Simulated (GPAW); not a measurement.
# GaN (F-43m) in GPAW: settings compared

Aim: see how the results for GaN move with the level of theory and the settings. Levels: SCAN, PBE, WC, PBE+D4. Tasks: equation of state, band structure.

All numbers are computed with GPAW 26.7.0; they aren't measurements. Logs are shortened: lines on timing, memory, paths and dates and some standing lists are left out, and cuts for length are marked. The log counts tension as positive stress, the text compression.

**The experiment to reproduce.**

From a printed reference work, textbook, for a bulk crystal of GaN at 0 K: band gap 3.299 eV (direct).

The results are compared with them further down.

**1. Starting point**

Symmetry: F-43m, No. 216, cubic system. The conventional cell has a = 4.507 Å, b = 4.507 Å, c = 4.507 Å, α = 90.00°, β = 90.00°, γ = 90.00°. Ga (site symmetry -43m) has 4 N at 1.95 Å as nearest neighbours. Around N (site symmetry -43m) lie 4 Ga at 1.95 Å.

The cell is a database's computed one.

**2. Equation of state, SCAN**

Input file run.py:

```python
from ase.eos import EquationOfState
from ase.io import Trajectory
from ase.spacegroup import crystal
from ase.units import GPa
from gpaw import GPAW, PW

# Ga 4a
# N 4d
atoms = crystal(['Ga', 'N'],
                basis=[[0.0, 0.0, 0.0],
                       [0.25, 0.25, 0.75]],
                spacegroup=216, setting=1,  # F-43m
                cellpar=[4.50700122, 4.50700122, 4.50700122, 90.0, 90.0, 90.0],
                primitive_cell=True)

traj = Trajectory('eos.traj', 'w')
volumes, energies = [], []
for x in [0.94, 0.96, 0.98, 1.0, 1.02, 1.04, 1.06]:
    a = atoms.copy()
    a.set_cell(atoms.cell * x**(1 / 3), scale_atoms=True)
    calc = GPAW(mode=PW(800),
                xc='MGGA_X_SCAN+MGGA_C_SCAN',
                kpts={'size': (10, 10, 10), 'gamma': True},
                occupations={'name': 'fermi-dirac', 'width': 0.05},
                nbands=11,
                convergence={'density': 1e-05, 'energy': 1e-05},
                maxiter=150,
                txt=f'eos-{x:.2f}.txt')
    a.calc = calc
    energies.append(a.get_potential_energy(force_consistent=True))
    volumes.append(a.get_volume())
    p = -a.get_stress()[:3].mean() / GPa
    calc.write(f'eos-{x:.2f}.gpw')
    traj.write(a)
    print(f'{x:.2f} {volumes[-1]:10.4f} A^3 {energies[-1]:14.6f} eV {p:9.3f} GPa', flush=True)

v0, e0, B = EquationOfState(volumes, energies, eos='birchmurnaghan').fit()
print(f'V0 = {v0:.4f} A^3, E0 = {e0:.6f} eV, B0 = {B / GPa:.2f} GPa')
```

Potentials or basis: GPAW PAW data sets (gpaw-data 1.2.1), pw.

The run is started by

```bash
> OMP_NUM_THREADS=1 python run.py
```

Log:

```text
__  _  _
 | _ |_)|_||  |
 |__||  | ||/\| - 26.7.0

Input parameters:
  mode=PW(ecut=800.0),
  convergence={'density': 1e-05, 'energy': 1e-05},
  kpts=MonkhorstPack(size=(10, 10, 10), gamma=True),
  maxiter=150,
  nbands=11,
  occupations=Occupations(name='fermi-dirac', width=0.05),
  xc=XC(name='MGGA_X_SCAN+MGGA_C_SCAN')

Diagonalizing LCAO Hamiltonian
Converting LCAO to pw mode

                 N

       Ga

Atoms  # Å, Bohr magnetons
|   | symbol |        x |        y |        z |    initial magnetic moments |
|---|--------|----------|----------|----------|-----------------------------|
| 0 |     Ga | 0.000000 | 0.000000 | 0.000000 | ( 0.0000,  0.0000,  0.0000) |
| 1 |      N | 3.311247 | 3.311247 | 3.311247 | ( 0.0000,  0.0000,  0.0000) |

Unit cell  # Å
| periodic |        x |        y |        z |  lengths |    angles |
|----------|----------|----------|----------|----------|-----------|
|      yes | 0.000000 | 2.207498 | 2.207498 | 3.121873 | 60.000000 |
|      yes | 2.207498 | 0.000000 | 2.207498 | 3.121873 | 60.000000 |
|      yes | 2.207498 | 2.207498 | 0.000000 | 3.121873 | 60.000000 |

Number of symmetries: 24
Symmetry operations  # r_c * U_cc + t_c -> r_c
|    | kind |            matrix            |
|----|------|------------------------------|
|  0 |  E   |  1, 0, 0,  0, 1, 0,  0, 0, 1 |
|  1 |  σ   |  1, 0, 0,  0, 0, 1,  0, 1, 0 |
|  2 |  σ   |  1, 0,-1,  0, 1,-1,  0, 0,-1 |
|  3 |  C3  |  1, 0,-1,  0, 0,-1,  0, 1,-1 |
|  4 |  C3  |  1,-1, 0,  0,-1, 1,  0,-1, 0 |
|  5 |  σ   |  1,-1, 0,  0,-1, 0,  0,-1, 1 |
|  6 |  σ   |  0, 1, 0,  1, 0, 0,  0, 0, 1 |
|  7 |  C3  |  0, 1, 0,  0, 0, 1,  1, 0, 0 |
|  8 |  C2  |  0, 1,-1,  1, 0,-1,  0, 0,-1 |
|  9 |  S4  |  0, 1,-1,  0, 0,-1,  1, 0,-1 |
| 10 |  C3  |  0, 0, 1,  1, 0, 0,  0, 1, 0 |
| 11 |  σ   |  0, 0, 1,  0, 1, 0,  1, 0, 0 |
| 12 |  S4  |  0, 0,-1,  1, 0,-1,  0, 1,-1 |
| 13 |  C3  |  0, 0,-1,  0, 1,-1,  1, 0,-1 |
| 14 |  S4  |  0,-1, 1,  1,-1, 0,  0,-1, 0 |
| 15 |  C2  |  0,-1, 1,  0,-1, 0,  1,-1, 0 |
| 16 |  C3  |  0,-1, 0,  1,-1, 0,  0,-1, 1 |
| 17 |  S4  |  0,-1, 0,  0,-1, 1,  1,-1, 0 |
| 18 |  S4  | -1, 1, 0, -1, 0, 1, -1, 0, 0 |
| 19 |  C3  | -1, 1, 0, -1, 0, 0, -1, 0, 1 |
| 20 |  C3  | -1, 0, 1, -1, 1, 0, -1, 0, 0 |
| 21 |  S4  | -1, 0, 1, -1, 0, 0, -1, 1, 0 |
| 22 |  σ   | -1, 0, 0, -1, 1, 0, -1, 0, 1 |
| 23 |  C2  | -1, 0, 0, -1, 0, 1, -1, 1, 0 |

BZ-sampling:
  Number of BZ points: 1000
  Number of IBZ points: 47

  Monkhorst-Pack size: [10, 10, 10]
  Monkhorst-Pack shift: [0.05, 0.05, 0.05]

K-points  # in reciprocal-cell coordinates
|     |                                coordinates |     weight |
|-----|--------------------------------------------|------------|
|   0 | (  0.00000000,   0.00000000,   0.00000000) | 0.00100000 |
|   1 | (  0.10000000,   0.10000000,   0.00000000) | 0.00600000 |
|   2 | (  0.10000000,   0.10000000,   0.10000000) | 0.00800000 |
|   3 | (  0.20000000,   0.10000000,   0.10000000) | 0.01200000 |
|   4 | (  0.20000000,   0.20000000,   0.00000000) | 0.00600000 |
|   5 | (  0.20000000,   0.20000000,   0.10000000) | 0.02400000 |
|   6 | (  0.20000000,   0.20000000,   0.20000000) | 0.00800000 |
|   7 | (  0.30000000,   0.20000000,   0.10000000) | 0.02400000 |
|   8 | (  0.30000000,   0.20000000,   0.20000000) | 0.02400000 |
|   9 | (  0.30000000,   0.30000000,   0.00000000) | 0.00600000 |
| ... |                                            |            |
|  46 | (  0.50000000,   0.50000000,   0.50000000) | 0.00400000 |

Plane wave coefficients: 1117
Cutoff: 800.0 eV

Spin-components: 1 (collinear spins)
Bands:           11
Projectors:      10
Spin-degeneracy: 2
Datatype:        complex128

Parallelization:
  kpt:    1
  domain: 1
  band:   1

Density:
  Valence electrons: 8.0
  Components: 1
  Grid points: [21 21 21]
  Charge: 0.0  # |e|

Potential:
  Grid points: [21 21 21]

species:
  Ga:
    name:    Gallium
    Z:       31.0
    valence: 3
    core:    28
    charge:  0.0  # [|e|]
    compensation charges:
      type: gauss
      rc: 0.37  # [Å]
      lmax: 2
    cutoffs:
      filter: 2.06  # [Å]
      core: 4.17  # [Å]
    projectors
    | kind |    occ | energy [eV] | rcut [Å] |
    |------|--------|-------------|----------|
    |   4s |  2.000 |      -8.945 |    1.164 |
    |   4p |  1.000 |      -2.580 |    1.164 |
    |    s |        |      18.266 |    1.164 |
    |    p |        |      24.631 |    1.164 |
    |    d |        |       0.000 |    1.164 |

    Using partial waves for Ga as LCAO basis

  N:
    name:    Nitrogen
    Z:       7.0
    valence: 5
    core:    2
    charge:  0.0  # [|e|]
    compensation charges:
      type: gauss
      rc: 0.18  # [Å]
      lmax: 2
    cutoffs:
      filter: 1.11  # [Å]
      core: 0.96  # [Å]
    projectors
    | kind |    occ | energy [eV] | rcut [Å] |
    |------|--------|-------------|----------|
    |   2s |  2.000 |     -18.583 |    0.603 |
    |   2p |  3.000 |      -7.089 |    0.529 |
    |    s |        |       8.629 |    0.603 |
    |    p |        |      20.123 |    0.529 |
    |    d |        |       0.000 |    0.577 |

    Using partial waves for N as LCAO basis

Reference energy: -54366.393033  # eV

eigensolver:
  PPCG
  Converge bands: occupied
  niter=2

density mixing:
  MSR1-Mixer
  Pratt-step length: 0.05
  Maximum mixing coefficient: 0.75
  Old densities: 10
  SVD Regularization: 0.005
  Good broyden scale: 1.0
  Trust region scale: 1.0
  Backstep threshold: 4.0
  History deletion threshold: 6.0
  Fourier metric: weight=20.0, sigma=0.015

occupation numbers:
  Fermi-Dirac:
    width: 0.0500  # eV

poisson solver:
  ecut: 6400.0  # eV

xc functional:
  name: MGGA_X_SCAN+MGGA_C_SCAN with 2 nearest neighbor stencil

convergence criteria:
- Maximum integral of absolute [dens]ity change: 1e-05 electrons / valence electron
- Maximum [total energy] change in last 3 cyles: 1e-05 eV / valence electron
- Maximum integral of absolute [eigenst]ate change: 4e-08 eV^2 / valence electron
maximum number of iterations: 150

SCF iterations
|iter     | |      energy | eigst |  dens |
|---------|-|-------------|-------|-------|
|iter:   1| |  -29.148057 | -0.13 |       |
|iter:   2| |  -26.124507 | -1.26 | -0.58 |
|iter:   3| |  -25.476770 | -0.77 | -0.65 |
|iter:   4| |  -25.535608 | -1.55 | -1.11 |
|iter:   5| |  -25.549813 | -2.55 | -1.59 |
|iter:   6| |  -25.549625 | -4.05 | -2.39 |
|iter:   7| |  -25.549611 | -5.30 | -3.00 |
|iter:   8| |  -25.549613c| -7.42c| -3.89 |
|iter:   9| |  -25.549613c| -8.29c| -4.48 |
|iter:  10| |  -25.549613c| -8.72c| -5.47c|

Converged in 10 steps
Energy contributions relative to reference atoms: (reference = -54366.393033)

Energy contributions:
  Kinetic:          44.316477
  Coulomb:         -38.172877
  Zero:              0.142234
  External:          0.000000
  Xc:              -31.835448
  Entropy:          -0.000000
  Spinorbit:         0.000000
  ----------------------------
  Free energy:     -25.549613
  Extrapolated:    -25.549613

dipole moment: (-9.900464, -9.900464, -9.900464)  # |e|*Ang

Fermi level: 7.777
Eigenvalues  # (at kpt = [0.000, 0.000, 0.000])
| band index |      eig [eV] | occ [0-2] |
|------------|---------------|-----------|
|          0 |       -10.395 |     2.000 |
|          1 |         6.837 |     2.000 |
|          2 |         6.837 |     2.000 |
|          3 |         6.838 |     2.000 |
|          4 |         9.509 |     0.000 |
|          5 |        18.322 |     0.000 |
|          6 |        18.323 |     0.000 |
|          7 |        18.323 |     0.000 |
|          8 |        26.268 |     0.000 |
|          9 |        26.290 |     0.000 |
|         10 |        26.451 |     0.000 |

Gap: 2.671 eV
Transition (v -> c):
  (s=0, k=0, n=3, [0.00, 0.00, 0.00]) -> (s=0, k=0, n=4, [0.00, 0.00, 0.00])
No difference between direct/indirect transitions

Stress tensor  # eV/Ang^3
|         x |         y |         z |
|-----------|-----------|-----------|
| -0.134488 |  0.000000 |  0.000000 |
|  0.000000 | -0.134488 |  0.000000 |
|  0.000000 |  0.000000 | -0.134488 |

# Writing to eos-0.94.gpw (mode='')
```

Wall time 4.3 min (1 thread of Intel Xeon Platinum 8488C (Sapphire Rapids), shared host); peak memory 0.51 GiB.

What came out:

| Item | Value |
| --- | --- |
| Equilibrium volume | 11.71 Å³/atom (rough: see the caveat) |
| Bulk modulus | 217 GPa (rough) |

Energy against volume, from the lowest point:
```csv
volume (Å³/atom),energy (meV/atom)
10.757,61.20
10.986,34.03
11.215,15.43
11.444,4.37
11.673,0.00
11.902,2.47
12.131,9.73
```

Caveat: the data sets keep Ga 3d, Li 1s and Be 1s frozen, and some such compounds lay over 1.5 % in volume off other programs; the points scatter about the fit; the PAW data sets were made with another functional, which shifts forces and pressure a little.

**3. Band structure, PBE**

Input file run.py:

```python
from ase.dft.bandgap import bandgap
from ase.io import read, write
from gpaw import GPAW

atoms = read('GaN.cif')

calc = GPAW(mode='lcao',
            h=0.2,
            basis='dzp',
            xc='PBE',
            kpts={'size': (10, 10, 10), 'gamma': True},
            occupations={'name': 'fermi-dirac', 'width': 0.05},
            convergence={'density': 1e-05, 'energy': 1e-05},
            maxiter=150,
            txt='gpaw.txt')
atoms.calc = calc
energy = atoms.get_potential_energy()
forces = atoms.get_forces()
calc.write('gs.gpw')
write('result.traj', atoms)
print(f'Energy: {energy:.6f} eV')
print('Forces (eV/A):')
print(forces.round(4))
print('Fermi level:', round(calc.get_fermi_level(), 4), 'eV')
print(f'Gap: {bandgap(calc)[0]:.4f} eV, direct: {bandgap(calc, direct=True)[0]:.4f} eV')

path = atoms.cell.bandpath('GXWKGLUWLK,UX', npoints=80, eps=1e-4)
bs_calc = calc.fixed_density(kpts=path, symmetry='off', txt='bands.txt')
bs = bs_calc.band_structure()
bs.write('bs.json')
print(f'Gap on the path: {bandgap(bs_calc)[0]:.4f} eV')
```

Input file GaN.cif:

```cif
data_GaN
_cell_length_a 3.18693112
_cell_length_b 3.18693112
_cell_length_c 3.18693112
_cell_angle_alpha 60.00000000
_cell_angle_beta 60.00000000
_cell_angle_gamma 60.00000000
_space_group_name_H-M_alt 'P1'
_space_group_name_Hall 'P 1'
_space_group_IT_number 1
loop_
_space_group_symop_operation_xyz
'x,y,z'
loop_
_atom_site_label
_atom_site_type_symbol
_atom_site_symmetry_multiplicity
_atom_site_Wyckoff_symbol
_atom_site_fract_x
_atom_site_fract_y
_atom_site_fract_z
_atom_site_occupancy
Ga1 Ga 1 a 0.0000000000 0.0000000000 0.0000000000 1
N1 N 1 a 0.2500000000 0.2500000000 0.2500000000 1
```

Potentials or basis: GPAW PAW data sets (gpaw-data 1.2.1), lcao:dzp.

The run is started by

```bash
> OMP_NUM_THREADS=1 python run.py
```

It took 1.9 min on 1 thread of Intel Xeon Platinum 8488C (Sapphire Rapids), shared host; peak memory 0.17 GiB.

Results (log left out):

| Item | Value |
| --- | --- |
| Free energy | -10.4330 eV |
| Band gap on the k mesh | 1.79 eV, direct |
| Band gap along the path | 1.79 eV, direct |

Levels at the corners of the path, in eV from the valence-band top:
```
point  band 2  band 3  band 4  band 5  band 6
    Γ   -0.02    0.00    0.00    1.79   10.33
    X   -6.28   -2.78   -2.76    3.42    7.11
    W   -5.75   -3.86   -3.72    6.31    8.70
    K   -5.95   -4.39   -2.23    5.11    8.08
    Γ   -0.02    0.00    0.00    1.79   10.33
    L   -7.14   -1.00   -1.00    4.66    9.16
    U   -5.95   -4.39   -2.23    5.11    8.08
    W   -5.75   -3.86   -3.72    6.31    8.70
    L   -7.14   -1.00   -1.00    4.66    9.16
    K   -5.95   -4.39   -2.23    5.11    8.08
    U   -5.95   -4.39   -2.23    5.11    8.08
    X   -6.28   -2.78   -2.76    3.42    7.11
```

Caveat: the real-space grid adds noise to forces; the basis of atomic orbitals isn't converged, which shifts pressures, moduli and gaps.

**4. Equation of state, WC**

Input file run.py:

```python
from ase.eos import EquationOfState
from ase.io import Trajectory, read
from ase.units import GPa
from gpaw import GPAW, PW, setup_paths

setup_paths.insert(0, '.')

atoms = read('GaN.cif')

traj = Trajectory('eos.traj', 'w')
volumes, energies = [], []
for x in [0.94, 0.96, 0.98, 1.0, 1.02, 1.04, 1.06]:
    a = atoms.copy()
    a.set_cell(atoms.cell * x**(1 / 3), scale_atoms=True)
    calc = GPAW(mode=PW(800),
                xc='WC',
                kpts={'size': (10, 10, 10), 'gamma': True},
                occupations={'name': 'fermi-dirac', 'width': 0.05},
                nbands=11,
                convergence={'density': 1e-05, 'energy': 1e-05},
                maxiter=150,
                txt=f'eos-{x:.2f}.txt')
    a.calc = calc
    energies.append(a.get_potential_energy(force_consistent=True))
    volumes.append(a.get_volume())
    p = -a.get_stress()[:3].mean() / GPa
    calc.write(f'eos-{x:.2f}.gpw')
    traj.write(a)
    print(f'{x:.2f} {volumes[-1]:10.4f} A^3 {energies[-1]:14.6f} eV {p:9.3f} GPa', flush=True)

v0, e0, B = EquationOfState(volumes, energies, eos='birchmurnaghan').fit()
print(f'V0 = {v0:.4f} A^3, E0 = {e0:.6f} eV, B0 = {B / GPa:.2f} GPa')
```

GaN.cif is that of step 3.

Potentials or basis: PAW data sets generated in the run's folder for this functional, pw.

The run is started by

```bash
> gpaw-setup -f WC Ga N
> OMP_NUM_THREADS=1 python run.py
```

Wall time 78 s (1 thread of Intel Xeon Platinum 8488C (Sapphire Rapids), shared host); peak memory 0.24 GiB.

It converged, with:

* Equilibrium volume: 11.83 Å³/atom
* Bulk modulus: 199 GPa
* Pressure derivative of the bulk modulus: 4.7 (rough: it moves with the points fitted)

Energy against volume, from the lowest point:
```tsv
volume (Å³/atom)	energy (meV/atom)
10.757	72.09
10.986	42.70
11.215	21.72
11.444	8.10
11.673	1.08
11.902	0.00
12.131	4.30
```

Caveat: the data sets keep Ga 3d, Li 1s and Be 1s frozen, and some such compounds lay over 1.5 % in volume off other programs.

**5. Equation of state, PBE+D4**

run.py: that of step 4 with these lines changed.

```diff
@@ -1 +1,2 @@
+from ase.calculators.mixing import SumCalculator
 from ase.eos import EquationOfState
@@ -3,7 +4,6 @@
 from ase.units import GPa
-from gpaw import GPAW, PW, setup_paths
+from dftd4.ase import DFTD4
+from gpaw import GPAW, PW
 
-setup_paths.insert(0, '.')
-
-atoms = read('GaN.cif')
+atoms = read('POSCAR')
 
@@ -15,3 +15,3 @@
     calc = GPAW(mode=PW(800),
-                xc='WC',
+                xc='PBE',
                 kpts={'size': (10, 10, 10), 'gamma': True},
@@ -22,4 +22,4 @@
                 txt=f'eos-{x:.2f}.txt')
-    a.calc = calc
-    energies.append(a.get_potential_energy(force_consistent=True))
+    a.calc = SumCalculator([calc, DFTD4(method='pbe')])
+    energies.append(a.get_potential_energy())
     volumes.append(a.get_volume())
```

Input file POSCAR:

```
GaN
1.0
    0.0000000000      2.2535006075      2.2535006075
    2.2535006075      0.0000000000      2.2535006075
    2.2535006075      2.2535006075      0.0000000000
Ga N
1 1
Direct
    0.0000000000      0.0000000000      0.0000000000
    0.2500000000      0.2500000000      0.2500000000
```

Potentials or basis: GPAW PAW data sets (gpaw-data 1.2.1), pw.

The run is started by

```bash
> OMP_NUM_THREADS=1 python run.py
```

Run time: 85 s. Hardware: 1 thread of Intel Xeon Platinum 8488C (Sapphire Rapids), shared host; peak memory 0.23 GiB.

It converged, with:

- Equilibrium volume: 11.85 Å³/atom
- Bulk modulus: 196 GPa
- Pressure derivative of the bulk modulus: 4.7 (rough: it moves with the points fitted)

Energy against volume, from the lowest point:
| volume (Å³/atom) | energy (meV/atom) |
| --- | --- |
| 10.757 | 74.53 |
| 10.986 | 44.77 |
| 11.215 | 23.32 |
| 11.444 | 9.22 |
| 11.673 | 1.66 |
| 11.902 | 0.00 |
| 12.131 | 3.70 |

Caveat: the data sets keep Ga 3d, Li 1s and Be 1s frozen, and some such compounds lay over 1.5 % in volume off other programs.

(Continued in part 2 of 2.)
